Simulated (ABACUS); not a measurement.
A run of ABACUS 3.10.1:

Contents of INPUT:

```
INPUT_PARAMETERS
suffix              Pt
calculation         cell-relax
basis_type          lcao
pseudo_dir          ./
orbital_dir         ./
symmetry            1
dft_functional      MGGA_X_R2SCAN+MGGA_C_R2SCAN
ecutwfc             100
pseudo_rcut         7
nspin               1
nbands              13
ks_solver           genelpa
smearing_method     fd
smearing_sigma      0.00367493
scf_thr             1e-07
scf_nmax            100
mixing_type         broyden
mixing_beta         0.7
cal_force           1
cal_stress          1
mixing_tau          1
out_mul             1
relax_nmax          60
force_thr_ev        0.02
relax_method        cg
out_stru            1
stress_thr          0.2
```

File STRU:

```
ATOMIC_SPECIES
Pt 195.0840 Pt_ONCV_PBE-1.2.upf

NUMERICAL_ORBITAL
Pt_confined-atom_7au_3s2p2d1f.orb

LATTICE_CONSTANT
5.2404588053

LATTICE_VECTORS
0.0000000000 0.7071067812 0.7071067812
0.7071067812 0.0000000000 0.7071067812
0.7071067812 0.7071067812 0.0000000000

ATOMIC_POSITIONS
Cartesian

Pt
0.0
1
0.0000000000 0.0000000000 0.0000000000 1 1 1
```

KPT

```
K_POINTS
0
Gamma
9 9 9 0 0 0
```

Potentials or basis: SG15 ONCV 1.2 PBE, DZP LCAO (the cutoffs set its grid).

Command:

```console
$ OMP_NUM_THREADS=1 mpirun -np 4 abacus > log
```

Hardware: 4 MPI ranks on Intel(R) Xeon(R) 6975P-C (Granite Rapids), on a shared host.

**Question.** How long does it take, and how much memory?

**Answer.** It took 96 s on 4 MPI ranks on Intel(R) Xeon(R) 6975P-C (Granite Rapids), with other jobs on the host, peak memory 0.4 GiB a rank. Counts: scf iterations 53, k points 35, bands 13, basis 26, ion steps 8, ranks 4.
